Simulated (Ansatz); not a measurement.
A strain series on wurtzite BN with PBE in Ansatz; the unstrained cell is the r2SCAN minimum. Spin-unpolarised throughout; all numbers are computed.

Input of the unstrained run:
```yaml
crystal:
  lattice:
    - [2.5439500026, 0.0, 0.0]
    - [-1.2719750013, 2.2031253282, 0.0]
    - [0.0, 0.0, 4.2078153385]
  atoms:
    - { symbol: B, position: [0.3333333333, 0.6666666667, 0.0002034647] }
    - { symbol: B, position: [0.6666666667, 0.3333333333, 0.5002034647] }
    - { symbol: "N", position: [0.3333333333, 0.6666666667, 0.3747965353] }
    - { symbol: "N", position: [0.6666666667, 0.3333333333, 0.8747965353] }
kpoints:
  mp_grid: { grid: [12, 12, 6] }
  band_path:
    path:
      - [0.0, 0.0, 0.0]
      - [0.5, 0.0, 0.0]
      - [0.3333333333, 0.3333333333, 0.0]
      - [0.0, 0.0, 0.5]
      - [0.5, 0.0, 0.5]
      - [0.3333333333, 0.3333333333, 0.5]
      - [0.1, 0.0, 0.0]
    npoints: 1
hamiltonian:
  xc: pbe
scf:
  occupations: { method: fermi_dirac, width: 0.02 }
  n_extra_bands: 5
output:
  forces: true
  stress: true
  eigenvalues: true
```

Its main results, and the levels near the gap at the points of the path (eV from the Fermi energy, bands numbered from 0, names kept under strain):
```
Crystal: 4 atoms, lattice volume = 23.583 Å³
Basis set: ecut = 420 eV, 465 PW (Γ)
Symmetry: 12 space group operations
Space group: P63mc (ITA 186)
k-points: 76 of 864 (time reversal used)
Free energy (F): -1084.478689 eV
Fermi energy:    13.968532 eV
--- Forces (eV/Å), atoms counted from 1 ---
  atom   1  B       0.00000      0.00000      0.00665
  atom   2  B       0.00000      0.00000      0.00665
  atom   3  N       0.00000      0.00000    -0.00664
  atom   4  N       0.00000      0.00000    -0.00664
--- Stress (GPa, compression-positive) ---
        4.699052       0.000000       0.000000
        0.000000       4.699052       0.000000
        0.000000       0.000000       4.589667
  P = ⅓ Tr σ = 4.6626 GPa (46.626 kbar)
```
```tsv
point	band_5	band_6	band_7	band_8	band_9	band_10
Γ	-2.870	-2.604	-2.604	5.794	5.794	6.021
M	-7.599	-7.021	-4.722	4.132	5.384	8.034
K	-8.053	-8.031	-8.031	2.604	10.901	10.901
A	-3.781	-3.781	-3.781	6.913	6.913	7.351
L	-6.379	-6.181	-6.181	4.008	4.008	7.462
H	-10.350	-5.641	-5.641	6.746	6.746	7.604
(0.100,0,0)	-3.410	-3.085	-2.829	5.468	6.220	6.353
```

Uniaxial +4.0 % along z, other directions held. The input changes in these blocks:
```yaml
crystal:
  lattice:
    - [2.5439500026, 0.0, 0.0]
    - [-1.2719750013, 2.2031253282, 0.0]
    - [0.0, 0.0, 4.376127952]
  atoms:
    - { symbol: B, position: [0.3333333333, 0.6666666667, -0.0009744033] }
    - { symbol: B, position: [0.6666666667, 0.3333333333, 0.4990255967] }
    - { symbol: "N", position: [0.3333333333, 0.6666666667, 0.3759744033] }
    - { symbol: "N", position: [0.6666666667, 0.3333333333, 0.8759744033] }
```

```
Crystal: 4 atoms, lattice volume = 24.527 Å³
Basis set: ecut = 420 eV, 513 PW (Γ)
Symmetry: 12 space group operations
Space group: P63mc (ITA 186)
k-points: 76 of 864 (time reversal used)
Free energy (F): -1084.394580 eV
Fermi energy:    13.363814 eV
--- Forces (eV/Å), atoms counted from 1 ---
  atom   1  B       0.00000      0.00000      0.05787
  atom   2  B       0.00000      0.00000      0.05787
  atom   3  N       0.00000      0.00000    -0.05787
  atom   4  N       0.00000      0.00000    -0.05787
--- Stress (GPa, compression-positive) ---
        2.498075       0.000000       0.000000
        0.000000       2.498075       0.000000
        0.000000       0.000000     -30.611225
  P = ⅓ Tr σ = -8.5384 GPa (-85.384 kbar)
```
```tsv
point	band_5	band_6	band_7	band_8	band_9	band_10
Γ	-2.914	-2.644	-2.644	4.437	6.012	6.012
M	-7.232	-6.681	-4.847	4.346	5.017	8.225
K	-8.239	-7.661	-7.661	2.644	9.347	9.347
A	-3.601	-3.601	-3.601	7.022	7.022	7.378
L	-6.198	-6.172	-6.172	3.670	3.670	7.012
H	-10.166	-5.661	-5.661	5.822	5.822	7.137
(0.100,0,0)	-3.471	-3.073	-2.891	4.565	5.855	6.447
```

PBE: the gap goes from 5.207 to 5.289 eV (+0.082 eV).

Isotropic -3.0 % on every length. The input changes in these blocks:
```yaml
crystal:
  lattice:
    - [2.4676315026, 0.0, 0.0]
    - [-1.2338157513, 2.1370315684, 0.0]
    - [0.0, 0.0, 4.0815808783]
  atoms:
    - { symbol: B, position: [0.3333333333, 0.6666666667, 0.0005226469] }
    - { symbol: B, position: [0.6666666667, 0.3333333333, 0.5005226469] }
    - { symbol: "N", position: [0.3333333333, 0.6666666667, 0.3744773531] }
    - { symbol: "N", position: [0.6666666667, 0.3333333333, 0.8744773531] }
```

```
Crystal: 4 atoms, lattice volume = 21.524 Å³
Basis set: ecut = 420 eV, 391 PW (Γ)
Symmetry: 12 space group operations
Space group: P63mc (ITA 186)
k-points: 76 of 864 (time reversal used)
Free energy (F): -1084.167919 eV
Fermi energy:    15.433177 eV
--- Forces (eV/Å), atoms counted from 1 ---
  atom   1  B       0.00000      0.00000      0.00785
  atom   2  B       0.00000      0.00000      0.00785
  atom   3  N       0.00000      0.00000    -0.00785
  atom   4  N       0.00000      0.00000    -0.00785
--- Stress (GPa, compression-positive) ---
       46.281278       0.000000       0.000000
        0.000000      46.281278       0.000000
        0.000000       0.000000      47.079455
  P = ⅓ Tr σ = 46.5473 GPa (465.473 kbar)
```
```tsv
point	band_5	band_6	band_7	band_8	band_9	band_10
Γ	-2.846	-2.500	-2.500	6.252	6.252	6.644
M	-7.987	-7.429	-4.816	4.553	5.739	8.573
K	-8.515	-8.422	-8.422	2.500	12.090	12.090
A	-3.802	-3.802	-3.802	7.855	7.855	7.936
L	-6.652	-6.421	-6.421	4.429	4.429	8.191
H	-11.053	-5.852	-5.852	7.566	7.566	8.034
(0.100,0,0)	-3.344	-3.080	-2.746	5.973	6.720	6.993
```

PBE: the gap goes from 5.207 to 4.999 eV (-0.208 eV); with r2SCAN the top three valence levels at Γ, grouped 2+1 from the top over 271 meV, become 2+1 over 350 meV.

Uniaxial +1.5 % along x, other directions held. The input changes in these blocks:
```yaml
crystal:
  lattice:
    - [2.5821092527, 0.0, 0.0]
    - [-1.2910546264, 2.2031253282, 0.0]
    - [0.0, 0.0, 4.2078153385]
  atoms:
    - { symbol: B, position: [0.3335535728, 0.6671071456, 0.0001774231] }
    - { symbol: B, position: [0.6664464272, 0.3328928544, 0.5001774231] }
    - { symbol: "N", position: [0.3327213956, 0.6654427911, 0.3748225769] }
    - { symbol: "N", position: [0.6672786044, 0.3345572089, 0.8748225769] }
kpoints:
  mp_grid: { grid: [12, 12, 6] }
  band_path:
    path:
      - [0.0, 0.0, 0.0]
      - [0.5, 0.0, 0.0]
      - [0.3333333333, 0.3333333333, 0.0]
      - [0.0, 0.0, 0.5]
      - [0.5, 0.0, 0.5]
      - [0.3333333333, 0.3333333333, 0.5]
      - [0.1, 0.0, 0.0]
      - [0.330729, 0.333333, 0.0]
    npoints: 1
```

```
Crystal: 4 atoms, lattice volume = 23.937 Å³
Basis set: ecut = 420 eV, 465 PW (Γ)
Symmetry: 4 space group operations
Space group: Cmc21 (ITA 36)
k-points: 172 of 864 (time reversal used)
Free energy (F): -1084.473792 eV
Fermi energy:    13.763781 eV
--- Forces (eV/Å), atoms counted from 1 ---
  atom   1  B       0.00000    -0.01178    -0.00313
  atom   2  B       0.00000      0.01178    -0.00313
  atom   3  N       0.00000    -0.01031      0.00313
  atom   4  N       0.00000      0.01031      0.00313
--- Stress (GPa, compression-positive) ---
       -8.939096       0.000000       0.000000
        0.000000       2.667172       0.000000
        0.000000       0.000000       3.629738
  P = ⅓ Tr σ = -0.8807 GPa (-8.807 kbar)
```
```tsv
point	band_5	band_6	band_7	band_8	band_9	band_10
Γ	-2.882	-2.694	-2.598	5.510	5.665	6.132
M	-7.527	-7.007	-4.634	4.099	5.387	7.935
K	-8.064	-7.968	-7.939	2.612	10.828	10.879
A	-3.895	-3.782	-3.782	6.564	6.564	7.072
L	-6.311	-6.138	-6.138	3.995	3.995	7.392
H	-10.248	-5.597	-5.597	6.693	6.693	7.577
(0.100,0,0)	-3.470	-3.102	-2.833	5.341	6.054	6.420
(0.331,1/3,0)	-8.045	-7.987	-7.938	2.612	10.841	10.866
```

PBE: the gap goes from 5.207 to 5.210 eV (+0.003 eV); the edges go from Γ → K to Γ → (0.331, 1/3, 0); with r2SCAN the top three valence levels at Γ, grouped 2+1 from the top over 271 meV, become 1+1+1 over 288 meV.

Another run changes these blocks:
```yaml
crystal:
  lattice:
    - [2.5439500026, -0.050879, 0.0]
    - [-1.3160375079, 2.2285648283, 0.0]
    - [0.0, 0.0, 4.2078153385]
  atoms:
    - { symbol: B, position: [0.3326246619, 0.6668611786, 0.0002589647] }
    - { symbol: B, position: [0.6673753381, 0.3331388214, 0.5002589647] }
    - { symbol: "N", position: [0.3364642902, 0.6670236426, 0.3747410353] }
    - { symbol: "N", position: [0.6635357098, 0.3329763574, 0.8747410353] }
kpoints:
  mp_grid: { grid: [12, 12, 6] }
  band_path:
    path:
      - [0.0, 0.0, 0.0]
      - [0.5, 0.0, 0.0]
      - [0.3333333333, 0.3333333333, 0.0]
      - [0.0, 0.0, 0.5]
      - [0.5, 0.0, 0.5]
      - [0.3333333333, 0.3333333333, 0.5]
      - [0.1, 0.0, 0.0]
      - [0.333333, 0.328125, 0.0]
    npoints: 1
```

```
Crystal: 4 atoms, lattice volume = 23.574 Å³
Basis set: ecut = 420 eV, 453 PW (Γ)
Symmetry: 2 space group operations
Space group: P21 (ITA 4)
k-points: 296 of 864 (time reversal used)
Free energy (F): -1084.430586 eV
Fermi energy:    14.043859 eV
--- Forces (eV/Å), atoms counted from 1 ---
  atom   1  B       0.03153    -0.00061      0.00722
  atom   2  B     -0.03153      0.00061      0.00722
  atom   3  N       0.02739    -0.00062    -0.00722
  atom   4  N     -0.02739      0.00062    -0.00722
--- Stress (GPa, compression-positive) ---
        5.011608      16.273860       0.000000
       16.273851       5.729016       0.000000
        0.000000       0.000000       4.522684
  P = ⅓ Tr σ = 5.0878 GPa (50.878 kbar)
```
```tsv
point	band_5	band_6	band_7	band_8	band_9	band_10
Γ	-2.941	-2.809	-2.519	5.239	5.899	5.954
M	-8.051	-7.034	-5.106	3.441	5.101	7.608
K	-8.227	-8.119	-7.971	2.532	10.759	10.797
A	-4.014	-3.676	-3.676	6.391	6.391	7.227
L	-6.812	-6.181	-6.181	3.624	3.624	7.287
H	-10.413	-5.711	-5.711	6.677	6.677	7.527
(0.100,0,0)	-3.357	-3.140	-3.029	5.178	5.893	6.314
(1/3,0.328,0)	-8.171	-8.122	-8.019	2.531	10.659	10.815
```

Task: Which strain is this, and what did it do?

Result: Xy shear, engineering strain (angle) -4.0 %, atoms relaxed again. PBE: the gap goes from 5.207 to 5.049 eV (-0.158 eV); the edges go from Γ → K to Γ → (1/3, 0.328, 0); with r2SCAN the top three valence levels at Γ, grouped 2+1 from the top over 271 meV, become 1+1+1 over 429 meV.

The splittings at Γ are without spin-orbit coupling, which regroups them where it is of like size or larger.
